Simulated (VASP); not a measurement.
Cl:

```
CELL_PARAMETERS angstrom
3.14500 -2.25000 0.00000
3.14500 2.25000 0.00000
0.00000 0.00000 8.21000
ATOMIC_POSITIONS crystal
Cl 0.37000 0.63000 0.40000
Cl 0.13000 0.87000 0.90000
Cl 0.63000 0.37000 0.60000
Cl 0.87000 0.13000 0.10000
```

* Program: VASP 6.6.1
* Task: single point
* Functional: PBEsol
* Potentials or basis: VASP PAW PBE potentials, release 64 (Cl)
* Cutoff: 520 eV
* k mesh: 7 × 7 × 4
* Occupations: fermi-dirac, width 0.05 eV
* Spin: no spin polarisation

On this cell: pressure -1.2 GPa; largest force 0.307 eV/Å; band gap on the k mesh 2.48 eV, indirect (least direct gap 2.54 eV).

The same run follows on a disturbed copy (atoms moved at random, drawn with an rms of 0.05 Å):

```
CELL_PARAMETERS angstrom
3.14500 -2.25000 0.00000
3.14500 2.25000 0.00000
0.00000 0.00000 8.21000
ATOMIC_POSITIONS crystal
Cl 0.38678 0.62888 0.40016
Cl 0.12135 0.88168 0.90159
Cl 0.62675 0.36759 0.60135
Cl 0.86819 0.13529 0.09859
```

Q: What changes?

A: The energy moves by -1.3 meV/atom; pressure -0.3 GPa; largest force 0.365 eV/Å; band gap on the k mesh 2.61 eV, indirect (least direct gap 2.65 eV).

Forces on the atoms (eV/Å):
```
Cl  -0.035 -0.088  0.008
Cl  -0.007 -0.120 -0.340
Cl   0.035  0.078 -0.008
Cl   0.007  0.131  0.341
```

Stress tensor (GPa, compression positive):
```
 0.11 -0.02  0.04
-0.02 -0.50  0.53
 0.04  0.53 -0.45
```

Caveats: the PAW data sets were made with another functional, which shifts forces and pressure a little; an odd mesh through Γ misses points on the zone boundary, where band edges often lie.
